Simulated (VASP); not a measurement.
Here is a VASP 6.6.1 calculation.

File INCAR:

```
ALGO = Normal ; EDIFF = 1E-7
EDIFFG = -0.005 ; ENCUT = 600
GGA = PS ; IBRION = 2
ISIF = 3 ; ISMEAR = 1
LASPH = True ; LCHARG = False
LREAL = False ; LWAVE = False
NELM = 80 ; NSW = 90
PREC = Accurate ; SIGMA = 0.1
```

The input KPOINTS:

```
k-points
0
Gamma
  15 15 11
```

File POSCAR:

```
TiB2                                    
1.0
    3.0187675783      0.0000000000      0.0000000000
   -1.5093837891      2.6143294108      0.0000000000
   -0.0000000000     -0.0000000000      3.1857412020
  Ti              B             
     1     2
Direct
     1.0000000000000000    1.0000000000000000    1.0000000000000000
     0.3333333332999970    0.6666666667000030    0.5000000000000000
     0.6666666667000030    0.3333333332999970    0.5000000000000000
```

Potentials or basis: VASP PAW PBE potentials, release 64 (Ti_sv, B).

Command:

```sh
$ cat potpaw_PBE.64/Ti_sv/POTCAR potpaw_PBE.64/B/POTCAR > POTCAR
$ mpirun -np 1 vasp_std > vasp.out
```

(1) What does it give for the band gap on the k mesh?

Results:

(1) none (metal or under the smearing width).

Caveat: the relaxation stopped at its first step, so nothing moved.
